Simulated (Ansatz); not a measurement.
# Cu (P6_3/mmc) in Ansatz: notebook

One crystal, Cu, is run at these levels: PBEsol; tasks: band structure.

Program: Ansatz 0.2.0. These are calculated values, not measurements. Logs are shortened: lines on timing, memory, paths and dates and some standing lists are left out, and cuts for length are marked.

## (1) The crystal as given

It takes space group P6_3/mmc (No. 194, hexagonal). Conventional cell: a = 2.531 Å, b = 2.531 Å, c = 8.262 Å, α = 90.00°, β = 90.00°, γ = 120.00°. Cu (site symmetry -6m2) has 12 Cu at 2.53 Å as nearest neighbours. Cu (site symmetry -3m) is surrounded by 12 Cu at 2.53 Å.

This isn't the form of Cu at room conditions, which is fcc.

## (2) Band structure, PBEsol

Input file input.yaml:

```yaml
crystal:
  lattice:
    - [2.5307640267, 0.0, 0.0]
    - [-1.2653820134, 2.1917059381, 0.0]
    - [0.0, 0.0, 8.26181508]
  atoms:
    - { symbol: Cu, position: [0.6666666667, 0.3333333333, 0.75] }
    - { symbol: Cu, position: [0.0, 0.0, 0.5] }
    - { symbol: Cu, position: [0.3333333333, 0.6666666667, 0.25] }
    - { symbol: Cu, position: [0.0, 0.0, 0.0] }
kpoints:
  mp_grid: { grid: [12, 12, 4] }
  band_path:
    path:
      - [0.0, 0.0, 0.0]
      - [0.5, 0.0, 0.0]
      - [0.3333333333, 0.3333333333, 0.0]
      - [0.0, 0.0, 0.0]
      - [0.0, 0.0, 0.5]
      - [0.5, 0.0, 0.5]
      - [0.3333333333, 0.3333333333, 0.5]
      - [0.0, 0.0, 0.5]
    npoints: 10
scf:
  occupations: { method: fermi_dirac, width: 0.05 }
hamiltonian:
  xc: pbesol
  pseudopotentials: { kind: all_electron, lapw: { basis_error: 0.002 } }
output:
  forces: true
  stress: true
  eigenvalues: true
```

Potentials or basis: all-electron LAPW, scalar-relativistic.

Started as:

```console
> ansatz run input.yaml --threads 2 --pin off --max-ram 8192MiB --backend cpu --events-out ev --progress --plain --runs-dir out
```

Output:

```text
Warning: RAYON_NUM_THREADS=2 ignored (pool sized by the plan → 2); use --threads N
LAPW: plane waves up to 8.562 Å⁻¹, error target 2.0e-3 eV per atom; small_component_spin mean_spin; Cu in spheres of 1.265 Å, 19 of its electrons in bands, Dirac shells [] (how accurate: hamiltonian.pseudopotentials.lapw.basis_error, Limitations)
Engine: ansatz 0.2.0, x86_64-unknown-linux-gnu
Pseudopotentials: kind: all_electron
Pseudopotential: Cu, LAPW, valence charge 19, lapw/all_electron/scalar/gaussian/Cu, Koelling and Harmon's equation, gaussian nucleus
Functional definition: PBEsol
  exchange = pbesol_x
  correlation = pbesol_c
Crystal: 4 atoms, lattice volume = 45.826 Å³
Basis set: ecut = 279.30072831819746 eV, 497 PW (Γ), exchange–correlation at level 2
Bands: 46, of which v1, the nominal top of the filled ones, is band 38 counted from 1 (37 counted from 0)
Symmetry: 24 space group operations
Space group: P63/mmc (ITA 194), of the structure as read, at distance tolerance 3.6e-5 Å
k-points: 57 of 576
Non-local potential: Cu, projectors of the file, none
Initial density: superposition of atomic densities (chi_scale 0.1, normalization cell)
Initial wavefunctions: plane waves of lowest kinetic energy (no species holds an atomic orbital)
Functional: x = pbesol(κ = 0.804, μ = 0.12345679012345678), c = pbesol(β = 0.046)
iter 1 solved again at ethr=6.60e-4 eV; its pass at ethr=1.00e-1 eV (dr2=5.02e-1 eV) is discarded
SCF iter   1: F=—  HF=-179995.554389 eV  |F-HF|=—  |Δ(HF+E_count)|=         —  Δρ=4.85e-2  dr2=5.04e-1  ethr=6.60e-4  ⟨swp⟩=2.4  Hψ=18351  notcnv=0
preconditioner: auto → Kerker (q_TF=auto, 2.968 Å⁻¹)  [metal: Δε(μ)=0.058 eV  Ē_g=10.025 eV  σ=0.050 eV  W_gap=0.28  n_scr=24 (ndim 8)  ℏωp=36.4 eV  f_vac=0.000  D(μ)=2.86/eV (n_scr^D=38)]
SCF iter   2: F=—  HF=-179998.670747 eV  |F-HF|=—  |Δ(HF+E_count)|=    3.12e0  Δρ=2.26e-2  dr2=8.48e-2  ethr=6.60e-4  ⟨swp⟩=3.0  Hψ=9551  notcnv=0
iter 3 solved again at ethr=7.64e-6 eV; its pass at ethr=1.12e-4 eV (dr2=5.81e-3 eV) is discarded
SCF iter   3: F=—  HF=-179991.896071 eV  |F-HF|=—  |Δ(HF+E_count)|=    6.77e0  Δρ=3.95e-3  dr2=5.81e-3  ethr=7.64e-6  ⟨swp⟩=2.0  Hψ=14710  notcnv=0
SCF iter   4: F=—  HF=-179991.596749 eV  |F-HF|=—  |Δ(HF+E_count)|=   2.99e-1  Δρ=7.60e-3  dr2=1.70e-2  ethr=7.64e-6  ⟨swp⟩=3.0  Hψ=9158  notcnv=0
SCF iter   5: F=—  HF=-179991.570928 eV  |F-HF|=—  |Δ(HF+E_count)|=   2.58e-2  Δρ=3.13e-3  dr2=7.04e-3  ethr=7.64e-6  ⟨swp⟩=2.8  Hψ=7671  notcnv=0
SCF iter   6: F=—  HF=-179991.566551 eV  |F-HF|=—  |Δ(HF+E_count)|=   4.38e-3  Δρ=1.64e-3  dr2=1.12e-3  ethr=7.64e-6  ⟨swp⟩=2.0  Hψ=7508  notcnv=0
SCF iter   7: F=—  HF=-179991.566504 eV  |F-HF|=—  |Δ(HF+E_count)|=   4.72e-5  Δρ=5.57e-4  dr2=8.27e-5  ethr=1.47e-6  ⟨swp⟩=2.0  Hψ=7506  notcnv=0
SCF iter   8: F=—  HF=-179991.566274 eV  |F-HF|=—  |Δ(HF+E_count)|=   2.30e-4  Δρ=1.35e-4  dr2=7.36e-6  ethr=1.09e-7  ⟨swp⟩=2.2  Hψ=7524  notcnv=0
SCF iter   9: F=—  HF=-179991.566273 eV  |F-HF|=—  |Δ(HF+E_count)|=   6.18e-7  Δρ=3.49e-5  dr2=6.95e-7  ethr=9.68e-9  ⟨swp⟩=2.0  Hψ=7508  notcnv=0
SCF iter  10: F=—  HF=-179991.566273 eV  |F-HF|=—  |Δ(HF+E_count)|=   2.66e-7  Δρ=5.78e-6  dr2=1.16e-8  ethr=9.14e-10  ⟨swp⟩=2.0  Hψ=7508  notcnv=0
SCF iter  11: F=-179991.566273 eV  HF=-179991.566273 eV  |F-HF|=6.17e-9  |Δ(HF+E_count)|=   2.43e-8  Δρ=1.93e-6  dr2=4.45e-9  ethr=1.52e-11  ⟨swp⟩=2.0  Hψ=7508  notcnv=0
SCF 1 converged in 11 iterations: F = -179991.566273 eV  dr2 = 4.45e-9
NSCF: frozen V_eff on 71 k-points
SCF converged after 11 iterations
Free energy (F): -179991.566273 eV
Harris-Foulkes:  -179991.566273 eV  (|F-HF|=6.17e-9)
Internal energy: -179991.553072 eV  (E = F + TS)
E sigma→0 (E₀):  -179991.559672 eV
Entropy (-TS):   -0.013201 eV (-3.300 meV/atom)
Fermi energy:    16.996274 eV
--- Per-component energies (eV) ---
  E_band       = -1413.153890
  E_kinetic    = 183063.773436
  E_xc         = -7214.042663
  E_electrostatic = -355841.283845  (all electrons and nuclei)
  E_smearing   = -0.013201  (= −TS)
  E_closure    = 0.000000  (closes the sum)
  E_atoms      = -179974.239404  (free atoms, spherical and without spin; not in F)
  Σ components = -179991.566273   (vs F -179991.566273, Δ=0.00e0)
  Basis errors (estimates in eV, not in F): energy 4.0e-4 per atom: plane waves 3.9e-4 (2.0e-4 summed), levels above the bands 2.9e-85, relativity 1.9e-8, radial functions 1.2e-5, core shells 1.9e-11; eigenvalues (radial functions only) 8.6e-7; not estimated: angular momenta, meshes, grids; target (lapw.basis_error) 2.0e-3; muffin-tin radii Cu 1.265 Å
--- Forces (eV/Å), atoms counted from 1 ---
  atom   1  Cu     0.00000000    -0.00000000     0.00000000
  atom   2  Cu     0.00000000     0.00000000     0.00000000
  atom   3  Cu    -0.00000000     0.00000000     0.00000000
  atom   4  Cu     0.00000000     0.00000000     0.00000000
  max |Σ_I F_I| component: 2.31e-18 eV/Å
--- Stress (GPa, compression-positive) ---
       -1.726913       0.000000       0.000000
        0.000000      -1.726913       0.000000
        0.000000       0.000000      -2.191794
  P = ⅓ Tr σ = -1.8819 GPa (-18.819 kbar)
--- Band table (eV; the first three rows and the last of 57) ---
  k-point 0: bands = ["-95.2456", "-95.2425", "-95.2238", "-95.2207", "-52.8247", "-52.7707", "-52.7555", "-52.7213", "-52.7213", "-52.7177", "-52.7177", "-52.7011", "-52.6973", "-52.6973", "-52.6937", "-52.6937", "7.4042", "9.5660", "9.5811", "11.7982", "13.7094", "13.7112", "13.9638", "13.9638", "13.9651", "13.9651", "13.9825", "14.1672", "14.1672", "14.1874", "14.1874", "14.6987", "14.6987", "14.9608", "14.9608", "15.1266", "15.1266", "15.4304", "15.4304", "15.9096", "20.9763", "29.7413", "29.7426", "38.4834", "39.1885", "39.3063"]
  k-point 1: bands = ["-95.2452", "-95.2430", "-95.2233", "-95.2211", "-52.8201", "-52.7877", "-52.7384", "-52.7208", "-52.7208", "-52.7183", "-52.7183", "-52.7058", "-52.6967", "-52.6967", "-52.6942", "-52.6942", "7.5499", "8.6733", "10.5496", "11.7052", "13.7667", "13.8280", "13.9514", "13.9836", "13.9836", "13.9880", "13.9880", "14.1345", "14.1345", "14.1537", "14.1537", "14.7395", "14.7395", "14.9133", "14.9133", "15.1914", "15.1914", "15.3021", "15.3960", "15.3960", "21.9558", "26.7811", "32.9077", "38.5677", "38.8665", "39.4197"]
  k-point 2: bands = ["-95.2441", "-95.2441", "-95.2222", "-95.2222", "-52.8070", "-52.8070", "-52.7196", "-52.7196", "-52.7196", "-52.7196", "-52.7190", "-52.7190", "-52.6954", "-52.6954", "-52.6954", "-52.6954", "7.9806", "7.9806", "11.3288", "11.3288", "13.8685", "13.8685", "14.0206", "14.0206", "14.0206", "14.0206", "14.0983", "14.0983", "14.0983", "14.0983", "14.3495", "14.3495", "14.8266", "14.8266", "14.8266", "14.8266", "15.3045", "15.3045", "15.3045", "15.3045", "24.1158", "24.1158", "36.1879", "36.1879", "38.8082", "38.8082"]
  k-point 56: bands = ["-95.2302", "-95.2302", "-95.2116", "-95.2116", "-52.7983", "-52.7983", "-52.7849", "-52.7849", "-52.7832", "-52.7832", "-52.7598", "-52.7598", "-52.7358", "-52.7358", "-52.7303", "-52.7303", "12.8692", "12.8692", "12.9620", "12.9620", "13.0231", "13.0231", "13.1509", "13.1509", "13.7347", "13.7347", "13.7697", "13.7697", "14.5529", "14.5529", "14.8706", "14.8706", "15.3239", "15.3239", "15.4217", "15.4217", "20.4645", "20.4645", "20.7748", "20.7748", "21.2465", "21.2465", "24.3718", "24.3718", "25.5977", "25.5977"]
```

Run time: 40 s. Hardware: 2 threads of Intel Xeon Platinum 8259CL at 2.50GHz (Skylake/Cascade Lake), shared host; peak memory 0.57 GiB.

Results:

| Quantity | Value |
| --- | --- |
| Free energy | -179991.5663 eV |
| Pressure | -1.9 GPa |
| Band gap along the path | none (metal or under the smearing width) |

Levels at the corners of the path, in eV from the Fermi level:
| point | band 34 | band 35 | band 36 | band 37 | band 38 | band 39 | band 40 | band 41 | band 42 | band 43 |
| --- | --- | --- | --- | --- | --- | --- | --- | --- | --- | --- |
| Γ | -2.04 | -2.04 | -1.87 | -1.87 | -1.57 | -1.57 | -1.09 | 3.98 | 12.75 | 12.75 |
| M | -1.43 | -1.42 | -1.41 | -0.64 | 0.38 | 1.05 | 1.61 | 4.78 | 4.81 | 8.68 |
| K | -1.68 | -1.68 | -1.61 | 3.30 | 3.30 | 3.53 | 4.16 | 4.84 | 4.84 | 6.32 |
| Γ | -2.04 | -2.04 | -1.87 | -1.87 | -1.57 | -1.57 | -1.09 | 3.98 | 12.75 | 12.75 |
| A | -2.17 | -2.17 | -2.17 | -1.69 | -1.69 | -1.69 | -1.69 | 7.12 | 7.12 | 19.19 |
| L | -1.51 | -1.43 | -1.43 | 0.09 | 0.09 | 1.41 | 1.41 | 5.28 | 5.28 | 7.16 |
| H | -1.67 | -1.57 | -1.57 | 3.47 | 3.47 | 3.78 | 3.78 | 4.25 | 4.25 | 7.38 |
| A | -2.17 | -2.17 | -2.17 | -1.69 | -1.69 | -1.69 | -1.69 | 7.12 | 7.12 | 19.19 |

## (3) Band structure, PBEsol

input.yaml: that of step 2 with these lines changed.

```diff
@@ -27,3 +27,6 @@
   xc: pbesol
-  pseudopotentials: { kind: all_electron, lapw: { basis_error: 0.002 } }
+  pseudopotentials:
+    kind: all_electron
+    lapw: { basis_error: 0.002 }
+    relativity: none
 output:
```

Potentials or basis: all-electron LAPW, non-relativistic.

Started as:

```console
> ansatz run input.yaml --threads 2 --pin off --max-ram 8192MiB --backend cpu --events-out ev --progress --plain --runs-dir out
```

Output:

```text
Warning: RAYON_NUM_THREADS=2 ignored (pool sized by the plan → 2); use --threads N
LAPW: plane waves up to 8.562 Å⁻¹, error target 2.0e-3 eV per atom; Cu in spheres of 1.265 Å, 19 of its electrons in bands, Dirac shells [] (how accurate: hamiltonian.pseudopotentials.lapw.basis_error, Limitations)
Engine: ansatz 0.2.0, x86_64-unknown-linux-gnu
Pseudopotentials: kind: all_electron
Pseudopotential: Cu, LAPW, valence charge 19, lapw/all_electron/none/Cu, Schrödinger's equation, point nucleus
Functional definition: PBEsol
  exchange = pbesol_x
  correlation = pbesol_c
Crystal: 4 atoms, lattice volume = 45.826 Å³
Basis set: ecut = 279.29707424949567 eV, 497 PW (Γ), exchange–correlation at level 2
Bands: 46, of which v1, the nominal top of the filled ones, is band 38 counted from 1 (37 counted from 0)
[... 40 lines left out ...]
--- Forces (eV/Å), atoms counted from 1 ---
  atom   1  Cu    -0.00000000    -0.00000000     0.00000000
  atom   2  Cu     0.00000000    -0.00000000     0.00000000
  atom   3  Cu    -0.00000000     0.00000000     0.00000000
  atom   4  Cu    -0.00000000     0.00000000    -0.00000000
  max |Σ_I F_I| component: 4.63e-18 eV/Å
--- Stress (GPa, compression-positive) ---
        2.859249       0.000000       0.000000
        0.000000       2.859249       0.000000
        0.000000       0.000000       2.249770
  P = ⅓ Tr σ = 2.6561 GPa (26.561 kbar)
--- Band table (eV; the first three rows and the last of 57) ---
  k-point 0: bands = ["-91.3779", "-91.3737", "-91.3543", "-91.3501", "-51.6844", "-51.6269", "-51.6104", "-51.5734", "-51.5734", "-51.5696", "-51.5696", "-51.5525", "-51.5486", "-51.5486", "-51.5447", "-51.5447", "7.7134", "9.8397", "9.8546", "11.8489", "13.6663", "13.6690", "13.8998", "13.8998", "13.9009", "13.9009", "13.9181", "14.1013", "14.1013", "14.1210", "14.1210", "14.6254", "14.6254", "14.8858", "14.8858", "15.0485", "15.0485", "15.3494", "15.3494", "16.0306", "21.2320", "29.8948", "29.8964", "38.5000", "39.2052", "39.5040"]
  k-point 1: bands = ["-91.3774", "-91.3745", "-91.3535", "-91.3506", "-51.6795", "-51.6450", "-51.5923", "-51.5729", "-51.5729", "-51.5702", "-51.5702", "-51.5575", "-51.5480", "-51.5480", "-51.5452", "-51.5452", "7.8577", "8.9667", "10.7778", "11.7775", "13.7108", "13.8213", "13.8876", "13.9194", "13.9194", "13.9236", "13.9236", "14.0689", "14.0689", "14.0876", "14.0876", "14.6658", "14.6658", "14.8383", "14.8383", "15.1130", "15.1130", "15.3154", "15.3154", "15.4179", "22.1923", "26.9624", "33.0327", "38.5854", "38.8825", "39.6058"]
  k-point 2: bands = ["-91.3760", "-91.3760", "-91.3520", "-91.3520", "-51.6656", "-51.6656", "-51.5717", "-51.5717", "-51.5717", "-51.5717", "-51.5716", "-51.5716", "-51.5465", "-51.5465", "-51.5465", "-51.5465", "8.2836", "8.2836", "11.4720", "11.4720", "13.8071", "13.8071", "13.9560", "13.9560", "13.9560", "13.9560", "14.0329", "14.0329", "14.0329", "14.0329", "14.4141", "14.4141", "14.7521", "14.7521", "14.7521", "14.7521", "15.2250", "15.2250", "15.2250", "15.2250", "24.3242", "24.3242", "36.2813", "36.2813", "38.8310", "38.8310"]
  k-point 56: bands = ["-91.3589", "-91.3589", "-91.3394", "-91.3394", "-51.6556", "-51.6556", "-51.6420", "-51.6420", "-51.6393", "-51.6393", "-51.6152", "-51.6152", "-51.5896", "-51.5896", "-51.5833", "-51.5833", "12.8297", "12.8297", "12.9477", "12.9477", "13.0057", "13.0057", "13.1248", "13.1248", "13.6921", "13.6921", "13.7262", "13.7262", "14.4869", "14.4869", "14.7979", "14.7979", "15.2445", "15.2445", "15.3420", "15.3420", "20.5209", "20.5209", "20.9370", "20.9370", "21.4248", "21.4248", "24.4554", "24.4554", "25.8998", "25.8998"]
```

Run time: 38 s. Hardware: 2 threads of Intel Xeon Platinum 8259CL at 2.50GHz (Skylake/Cascade Lake), shared host; peak memory 0.57 GiB.

What came out:

- Free energy: -178410.1671 eV
- Pressure: 2.7 GPa
- Band gap along the path: none (metal or under the smearing width)

Stress tensor (GPa, compression positive):
```
2.86 0.00 0.00
0.00 2.86 0.00
0.00 0.00 2.25
```

Levels at the corners of the path, in eV from the Fermi level:
| point | band 36 | band 37 | band 38 | band 39 | band 40 | band 41 |
| --- | --- | --- | --- | --- | --- | --- |
| Γ | -2.00 | -2.00 | -1.70 | -1.70 | -1.02 | 4.18 |
| M | -1.54 | -0.60 | 0.45 | 1.08 | 1.69 | 4.99 |
| K | -1.74 | 3.35 | 3.35 | 3.68 | 4.20 | 4.85 |
| Γ | -2.00 | -2.00 | -1.70 | -1.70 | -1.02 | 4.18 |
| A | -2.30 | -1.82 | -1.82 | -1.82 | -1.82 | 7.28 |
| L | -1.56 | 0.09 | 0.09 | 1.48 | 1.48 | 5.45 |
| H | -1.71 | 3.47 | 3.47 | 3.89 | 3.89 | 4.38 |
| A | -2.30 | -1.82 | -1.82 | -1.82 | -1.82 | 7.28 |

## (4) Band structure, PBEsol

input.yaml: that of step 3 with these lines changed.

```diff
@@ -27,6 +27,3 @@
   xc: pbesol
-  pseudopotentials:
-    kind: all_electron
-    lapw: { basis_error: 0.002 }
-    relativity: none
+  pseudopotentials: { kind: all_electron, datasets: crystal }
 output:
```

Potentials or basis: all-electron PAW datasets made for the crystal.

Started as:

```console
> ansatz run input.yaml --threads 2 --pin off --max-ram 8192MiB --backend cpu --events-out ev --progress --plain --runs-dir out
```

Wall time 33 s (2 threads of Intel Xeon Platinum 8259CL at 2.50GHz (Skylake/Cascade Lake), shared host); peak memory 0.72 GiB.

It converged, with:

- Free energy: -179991.5675 eV
- Pressure: -1.9 GPa
- Band gap along the path: none (metal or under the smearing width)

Stress tensor (GPa, compression positive):
```
-1.73  0.00  0.00
 0.00 -1.73  0.00
 0.00  0.00 -2.19
```

Levels at the corners of the path, in eV from the Fermi level:
| point | band 20 | band 21 | band 22 | band 23 | band 24 | band 25 |
| --- | --- | --- | --- | --- | --- | --- |
| Γ | -1.87 | -1.87 | -1.57 | -1.57 | -1.09 | 3.98 |
| M | -1.41 | -0.64 | 0.38 | 1.05 | 1.61 | 4.78 |
| K | -1.61 | 3.30 | 3.30 | 3.53 | 4.16 | 4.84 |
| Γ | -1.87 | -1.87 | -1.57 | -1.57 | -1.09 | 3.98 |
| A | -2.17 | -1.69 | -1.69 | -1.69 | -1.69 | 7.12 |
| L | -1.43 | 0.09 | 0.09 | 1.41 | 1.41 | 5.28 |
| H | -1.57 | 3.47 | 3.47 | 3.78 | 3.78 | 4.25 |
| A | -2.17 | -1.69 | -1.69 | -1.69 | -1.69 | 7.12 |

## (5) Band structure, PBEsol

input.yaml: that of step 4 with these lines changed.

```diff
@@ -27,3 +27,6 @@
   xc: pbesol
-  pseudopotentials: { kind: all_electron, datasets: crystal }
+  pseudopotentials:
+    kind: all_electron
+    lapw: { basis_error: 0.002 }
+    dirac_shells: { Cu: ["2p"] }
 output:
```

Potentials or basis: all-electron LAPW, inner shells corrected to Dirac's equation.

Started as:

```console
> ansatz run input.yaml --threads 2 --pin off --max-ram 8192MiB --backend cpu --events-out ev --progress --plain --runs-dir out
```

Run time: 38 s. Hardware: 2 threads of Intel Xeon Platinum 8259CL at 2.50GHz (Skylake/Cascade Lake), shared host; peak memory 0.57 GiB.

Results (log left out):

```yaml
Free_energy: -179996.5718 eV
Pressure: -1.9 GPa
Band_gap_along_the_path: none (metal or under the smearing width)
```

Stress tensor (GPa, compression positive):
```
-1.72  0.00  0.00
 0.00 -1.72  0.00
 0.00  0.00 -2.19
```

Levels at the corners of the path, in eV from the Fermi level:
```csv
point,band 36,band 37,band 38,band 39,band 40,band 41
Γ,-1.87,-1.87,-1.57,-1.57,-1.09,3.98
M,-1.41,-0.64,0.38,1.05,1.61,4.78
K,-1.61,3.30,3.30,3.53,4.16,4.84
Γ,-1.87,-1.87,-1.57,-1.57,-1.09,3.98
A,-2.17,-1.69,-1.69,-1.69,-1.69,7.12
L,-1.43,0.09,0.09,1.41,1.41,5.28
H,-1.57,3.47,3.47,3.78,3.78,4.25
A,-2.17,-1.69,-1.69,-1.69,-1.69,7.12
```

## (6) Summary

| potentials or basis | cutoff (eV) | basis error allowed | pressure (GPa) |
| --- | --- | --- | --- |
| all-electron LAPW, scalar-relativistic | 279 | 0.002 eV/atom | -1.9 |
| all-electron LAPW, non-relativistic | 279 | 0.002 eV/atom | 2.7 |
| all-electron PAW datasets made for the crystal | 300 | - | -1.9 |
| all-electron LAPW, inner shells corrected to Dirac's equation | 279 | 0.002 eV/atom | -1.9 |

Alike in all rows: task band structure; level PBEsol; no spin polarisation; cell as given; k mesh 12 × 12 × 4; smearing fermi-dirac 0.05 eV.

Compare energies only between runs with the same functional and basis.
